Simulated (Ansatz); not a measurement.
# What strain does to CdF2 (fluorite)

CdF2 built on the fluorite prototype, relaxed with r2SCAN in Ansatz. It is cubic, Fm-3m (No. 225); a = 5.388 Å in the conventional setting, 13.04 Å³ an atom. Cd is surrounded by 8 F at 2.33 Å; F is surrounded by 4 Cd at 2.33 Å.

The axes x, y and z are those of this cell:
```
CELL_PARAMETERS angstrom
0.00000 2.69418 2.69418
2.69418 0.00000 2.69418
2.69418 2.69418 0.00000
ATOMIC_POSITIONS crystal
Cd 0.00000 0.00000 0.00000
F 0.25000 0.25000 0.25000
F 0.75000 0.75000 0.75000
```

Unstrained: With PBE the valence top lies at W and the conduction bottom at Γ, 3.100 eV higher; the smallest vertical gap, at Γ, is 3.598 eV. r2SCAN gives an indirect gap of 3.794 eV, from W to Γ; the least direct gap is 4.306 eV at Γ. With HSE06 the valence top lies at W and the conduction bottom at Γ, 5.207 eV higher; the smallest vertical gap, at Γ, is 5.791 eV. Meshes: PBE 8×8×8, r2SCAN 8×8×8, HSE06 6×6×6. Strains are changes of length per length, and xy shears are angles. After each strain the atoms were relaxed again with r2SCAN within the symmetry that the strain leaves, so tilts or polar shifts that break it weren't tested; points keep the names that they have in the unstrained zone. No spin polarisation and no zero-point or thermal motion.

Changes of the least gap in eV (an overlap counts as a negative gap):

| strain | volume change (%) | space group | PBE | r2SCAN | HSE06 | energy rise, r2SCAN (meV/atom) |
| --- | --- | --- | --- | --- | --- | --- |
| epitaxial +0.46 % in the plane normal to [111], free normal strain -0.59 % | +0.3 | R-3m | -0.011 | -0.012 | -0.013 | 0.2 |
| xy shear, engineering strain (angle) -1.14 % | 0.0 | Immm | 0.000 | 0.000 | 0.000 | 0.1 |
| uniaxial +5.12 % along z | +5.1 | I4/mmm | -0.260 | -0.267 | -0.280 | 18.9 |

Epitaxial +0.46 % in the plane normal to [111], free normal strain -0.59 %. HSE06: the gap goes from 5.207 to 5.194 eV (-0.013 eV). Stress change with r2SCAN, compression positive: xx -0.36, yy -0.36, zz -0.36, xy +0.18, xz +0.18, yz +0.18 GPa.

Xy shear, engineering strain (angle) -1.14 %. HSE06: the gap goes from 5.207 to 5.207 eV (0.000 eV). Stress change with r2SCAN, compression positive: xx +0.01, yy +0.01, zz +0.01, xy +0.27 GPa.

Uniaxial +5.12 % along z, other directions held. HSE06: the gap goes from 5.207 to 4.927 eV (-0.280 eV). Stress change with r2SCAN, compression positive: xx -3.16, yy -3.16, zz -8.78 GPa.

The runs are scalar-relativistic, without spin-orbit coupling.

The meshes of the hybrids are coarse, so their gaps aren't converged to the digits shown.
